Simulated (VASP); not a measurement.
A run of VASP 6.6.1 is set up as follows.

The input INCAR:

```
ALGO = Normal ; EDIFF = 1E-6
ENCUT = 520 ; GGA = CA
ISIF = 2 ; ISMEAR = 0
KPAR = 2 ; LASPH = True
LCHARG = False ; LREAL = False
LWAVE = False ; NBANDS = 35
NELM = 80 ; PREC = Accurate
SIGMA = 0.03
```

Contents of KPOINTS:

```
k-points
0
Gamma
  6 6 8
```

File POSCAR:

```
SnO2                                    
1.0
    4.7714001542      0.0000000000      0.0000000000
   -0.0000000000      4.7714001542      0.0000000000
    0.0000000000      0.0000000000      3.2165924293
  Sn              O             
     2     4
Direct
     0.0000000000000000    0.0000000000000000    0.0000000000000000
     0.5000000000000000    0.5000000000000000    0.5000000000000000
     0.3062614077595441    0.3062614077595441    0.0000000000000000
     0.1937385922404559    0.8062614077595440    0.5000000000000000
     0.6937385922404560    0.6937385922404560    0.0000000000000000
     0.8062614077595440    0.1937385922404559    0.5000000000000000
```

File KPOINTS_OPT:

```
explicit points
168
Reciprocal
 0.0000000000  0.0000000000  0.0000000000 1
 0.0000000000  0.0555555556  0.0000000000 1
 0.0000000000  0.1111111111  0.0000000000 1
 0.0000000000  0.1666666667  0.0000000000 1
 0.0000000000  0.2222222222  0.0000000000 1
 0.0000000000  0.2777777778  0.0000000000 1
[... 160 lines left out ...]
 0.0000000000  0.0000000000  0.5177501500 1
 0.0000000000  0.0000000000  0.4822498500 1
```

Potentials or basis: VASP PAW LDA potentials, release 64 (Sn_d, O).

Command:

```console
$ cat potpaw_LDA.64/Sn_d/POTCAR potpaw_LDA.64/O/POTCAR > POTCAR
$ mpirun -np 2 vasp_std > vasp.out
```

Estimate the band gap on the k mesh.

0.87 eV, direct.

Estimate the band gap along the path.

0.87 eV, direct.

Estimate the pressure.

-4.7 GPa.

Forces on the atoms (eV/Å):
```
Sn   0.000  0.000  0.000
Sn   0.000  0.000  0.000
O    0.029  0.029  0.000
O   -0.029  0.029  0.000
O   -0.029 -0.029  0.000
O    0.029 -0.029  0.000
```

Caveat: spin-orbit coupling is left out, which moves the levels of the heavy elements.
